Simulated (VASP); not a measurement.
Write the native input for VASP 6.6.1 that does the following.

```
Task                               : relaxation of cell and atoms
Functional                         : HSEsol
Potentials or basis                : VASP PAW PBE potentials, release 64 (Si)
Cutoff                             : 600 eV
k mesh                             : 4 × 4 × 4
Occupations                        : fermi-dirac, width 0.05 eV
Spin                               : no spin polarisation
Grid for exact exchange (PRECFOCK) : Fast
Further INCAR settings             : ALGO = Normal; EDIFF = 1e-06; IBRION = 2; EDIFFG = -0.02; NSW = 40; ISIF = 3
```

The system is Si.

```
Si
1.0
     0.00000    2.72185    2.72185
     2.72185    0.00000    2.72185
     2.72185    2.72185    0.00000
Si
2
Direct
  0.50000 0.50000 0.50000
  0.75000 0.75000 0.75000
```

One way to write it, as run:

POSCAR

```
Si
1.0
    0.0000000000      2.7218511865      2.7218511865
    2.7218511865      0.0000000000      2.7218511865
    2.7218511865      2.7218511865      0.0000000000
Si
2
Direct
    0.5000000000      0.5000000000      0.5000000000
    0.7500000000      0.7500000000      0.7500000000
```

INCAR.step1

```
SYSTEM = Si
PREC     = Accurate       ! precision mode
ENCUT    = 600            ! plane-wave cutoff, eV
EDIFF    = 1E-5           ! SCF threshold, eV
ISMEAR   = -1             ! smearing method
SIGMA    = 0.05           ! smearing width, eV
LREAL    = .FALSE.        ! projectors in reciprocal space
LASPH    = .TRUE.         ! aspherical terms in the spheres
NELM     = 80             ! most SCF steps
ALGO     = Normal         ! electronic algorithm
LWAVE    = .TRUE.         ! write WAVECAR
LCHARG   = .FALSE.        ! write CHGCAR
GGA      = PE             ! functional
```

INCAR.step2

```
SYSTEM = Si
PREC     = Accurate       ! precision mode
ENCUT    = 600            ! plane-wave cutoff, eV
EDIFF    = 1E-6           ! SCF threshold, eV
ISMEAR   = -1             ! smearing method
SIGMA    = 0.05           ! smearing width, eV
LREAL    = .FALSE.        ! projectors in reciprocal space
LASPH    = .TRUE.         ! aspherical terms in the spheres
NELM     = 80             ! most SCF steps
ALGO     = Normal         ! electronic algorithm
ISIF     = 3              ! what is computed and relaxed
LWAVE    = .FALSE.        ! write WAVECAR
LCHARG   = .FALSE.        ! write CHGCAR
GGA      = PS             ! functional
LHFCALC  = .TRUE.         ! exact exchange
HFSCREEN = 0.2            ! screening, 1/A
PRECFOCK = Fast         
IBRION   = 2              ! ionic algorithm
NSW      = 40             ! ionic steps
EDIFFG   = -0.02          ! ionic threshold
ISTART   = 1
```

KPOINTS

```
regular mesh
0
G
  4 4 4
  0 0 0
```

Potentials or basis: VASP PAW PBE potentials, release 64 (Si).

Run with:

```console
$ cat potpaw_PBE.64/Si/POTCAR > POTCAR
$ cp INCAR.step1 INCAR
$ mpirun -np 1 vasp_std > vasp.out
$ cp INCAR.step2 INCAR
$ mpirun -np 1 vasp_std > vasp.out
```

It gave:

| Quantity | Value |
| --- | --- |
| Relaxed volume | 19.95 Å³/atom |
| Relaxed cell | a = 3.836 Å, b = 3.836 Å, c = 3.836 Å, α = 60.00°, β = 60.00°, γ = 60.00° |
| Space group after relaxing (to 0.05 Å) | Fd-3m (No. 227) |
| Energy gained by relaxing | 0.7 meV/atom |
| Ionic steps | 3 |
| Pressure after relaxing | 0.0 GPa |
| Band gap on the k mesh | 1.25 eV, indirect (least direct gap 3.34 eV) |

Caveat: the k mesh is coarse (spacing up to 0.50 Å⁻¹), so the values aren't converged, least of all with exact exchange; the PAW data sets were made with another functional, which shifts forces and pressure a little.

Run time: 110 s on 1 thread of Intel(R) Xeon(R) 6975P-C (Granite Rapids), with other jobs on the host, peak memory 0.27 GiB.
